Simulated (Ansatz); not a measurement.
TaN, DFT, PBEsol, PAW with Ansatz's default frozen-core files, scalar-relativistic (Ansatz 0.2.0), run on 1 thread of Intel(R) Xeon(R) 6975P-C (Granite Rapids) on a shared host.

The geometry is COD entry 1523630, unchecked; take it as a test cell. The listed cell was then made from it by scaling, straining or moving an atom.

Command: `ansatz run input.yaml --threads 1 --pin off --max-ram 4096MiB --backend cpu --events-out ev --progress --plain --runs-dir out`

```yaml
crystal:
  lattice:
    - [3.1077819002, 0.0, 0.0]
    - [-1.5538909501, 2.6914180749, 0.0]
    - [0.0, 0.0, 5.0144558607]
  atoms:
    - { symbol: Ta, position: [0.0, 0.0, 0.0] }
    - { symbol: Ta, position: [0.0, 0.0, 0.5] }
    - { symbol: "N", position: [0.3333333333, 0.6666666667, 0.25] }
    - { symbol: "N", position: [0.6666666667, 0.3333333333, 0.75] }
kpoints:
  mp_grid: { grid: [11, 11, 6] }
scf:
  occupations: { method: fermi_dirac, width: 0.01 }
hamiltonian:
  xc: pbesol
  pseudopotentials: { kind: paw }
output:
  forces: true
  stress: true
  eigenvalues: true
  efg: { contact_densities: true }
```

(1) How large is the problem that the program sets up?

(2) About how long does it take, and how much memory does it use?

(3) And the same cell and mesh by all-electron PAW (datasets made for this crystal), asked for forces, stress, eigenvalues, efg, on the same hardware?

Answers

(1) 64 irreducible k-points, 833 plane waves at Γ, 22 bands.

(2) 3.3 s of wall time for 6 SCF iterations, with a peak of 0.47 GiB. Times on shared machines scatter by tens of per cent.

(3) 23 s, peak memory 0.96 GiB.
